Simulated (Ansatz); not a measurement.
Ta:

```
CELL_PARAMETERS angstrom
-1.65128 1.65128 1.65128
1.65128 -1.65128 1.65128
1.65128 1.65128 -1.65128
ATOMIC_POSITIONS crystal
Ta 0.00000 0.00000 0.00000
```

```yaml
Program: Ansatz 0.2.0
Task: relaxation of cell and atoms
Functional: PBEsol
Dispersion: D4
Potentials_or_basis: all-electron LAPW, scalar-relativistic
Basis_error_allowed: 0.001 eV/atom
k_mesh: 11 × 11 × 11
Occupations: fermi-dirac, width 0.05 eV
Spin: no spin polarisation
```

At the start: volume 18.01 Å³/atom.

Problem. Where does the relaxation end?

Solution. Over 4 steps the energy falls by 10.0 meV/atom and the volume is 17.48 Å³/atom (-2.9 %); space group Im-3m (No. 229, to 0.05 Å).

The path:
| step | energy change (eV) | largest force (eV/Å) | volume (Å³) |
| --- | --- | --- | --- |
| 1 | 0.0000 | 0.0000 | 18.01 |
| 2 | -0.0098 | 0.0000 | 17.56 |
| 3 | -0.0100 | 0.0000 | 17.48 |
| 4 | -0.0100 | 0.0000 | 17.48 |

Final structure:
```
Ta
1.0
    -1.63497    1.63497    1.63497
     1.63497   -1.63497    1.63497
     1.63497    1.63497   -1.63497
Ta
1
Direct
  0.00000 0.00000 0.00000
```
